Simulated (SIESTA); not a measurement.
The system is GaN.

```
CELL_PARAMETERS angstrom
0.00000 2.25350 2.25350
2.25350 0.00000 2.25350
2.25350 2.25350 0.00000
ATOMIC_POSITIONS crystal
Ga 0.00000 0.00000 0.00000
N 0.25000 0.25000 0.25000
```

The cell is a database's computed one.

Base run:

* Program: SIESTA 5.4.2
* Functional: vdW-DF-cx
* Potentials or basis: PseudoDojo 0.4 standard (PBE files)
* Basis: DZP (energy shift 0.003 Ry; two zetas on semicore shells)
* Grid cutoff: 800 Ry
* Energy shift: 0.003 Ry
* k mesh: 10 × 10 × 10
* Occupations: fermi-dirac, width 0.05 eV
* Spin: no spin polarisation

Its results: band gap on the k mesh 1.79 eV, direct; pressure 4.1 GPa.

Q: After a change of settings the same cell gave: band gap on the k mesh 1.91 eV, direct; pressure 13.2 GPa. Which change was it?
A. functional from vdW-DF-cx to BLYP
B. functional from vdW-DF-cx to PBEsol; potentials or basis from PseudoDojo 0.4 standard (PBE files) to PseudoDojo 0.4 standard (PBEsol files)
C. functional from vdW-DF-cx to LDA; potentials or basis from PseudoDojo 0.4 standard (PBE files) to PseudoDojo 0.4 standard (LDA files)
D. functional from vdW-DF-cx to PBE; basis from DZP (energy shift 0.003 Ry; two zetas on semicore shells) to TZP (energy shift 0.003 Ry; two zetas on semicore shells)

A: A.

Caveats: the potentials were made for another functional, which shifts forces and pressure; the basis of atomic orbitals isn't converged, which shifts pressures, moduli and gaps.
